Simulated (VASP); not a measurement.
Crystal: ZnS (Wurtzite-2H).

```
CELL_PARAMETERS angstrom
3.81100 0.00000 0.00000
-1.90550 3.30042 0.00000
0.00000 0.00000 6.23400
ATOMIC_POSITIONS crystal
Zn 0.66667 0.33333 0.50000
Zn 0.33333 0.66667 0.00000
S 0.66667 0.33333 0.88500
S 0.33333 0.66667 0.38500
```

- Program: VASP 6.6.1
- Task: relaxation of cell and atoms
- Functional: BLYP
- Dispersion: D3
- Potentials or basis: VASP PAW PBE potentials, release 64 (Zn, S)
- Cutoff: 600 eV
- k mesh: 8 × 8 × 5
- Occupations: fermi-dirac, width 0.05 eV
- Spin: no spin polarisation

At the start: pressure 1.1 GPa; volume 19.60 Å³/atom.

Q: Where does the relaxation end?

A: Over 9 steps the energy falls by 6.9 meV/atom and the volume is 19.81 Å³/atom (+1.1 %); space group P6_3mc (No. 186, to 0.05 Å).

Step by step:
```csv
step,energy change (eV),largest force (eV/Å),pressure (GPa),volume (Å³)
1,0.0000,0.3492,1.12,78.41
2,-0.0187,0.1066,-0.59,79.97
3,-0.0188,0.1234,-0.58,79.87
4,-0.0240,0.0456,0.00,79.37
5,-0.0251,0.0037,0.26,79.07
6,-0.0275,0.0194,-0.01,79.25
7,-0.0275,0.0210,-0.04,79.26
8,-0.0275,0.0204,-0.02,79.26
9,-0.0276,0.0061,0.00,79.25
```

Final structure:
```
Zn S
1.0
     3.81732    0.00000    0.00000
    -1.90866    3.30589    0.00000
     0.00000    0.00000    6.27958
Zn S
2 2
Direct
  0.66667 0.33333 0.50578
  0.33333 0.66667 0.00578
  0.66667 0.33333 0.87922
  0.33333 0.66667 0.37922
```

Caveat: the PAW data sets were made with another functional, which shifts forces and pressure a little.
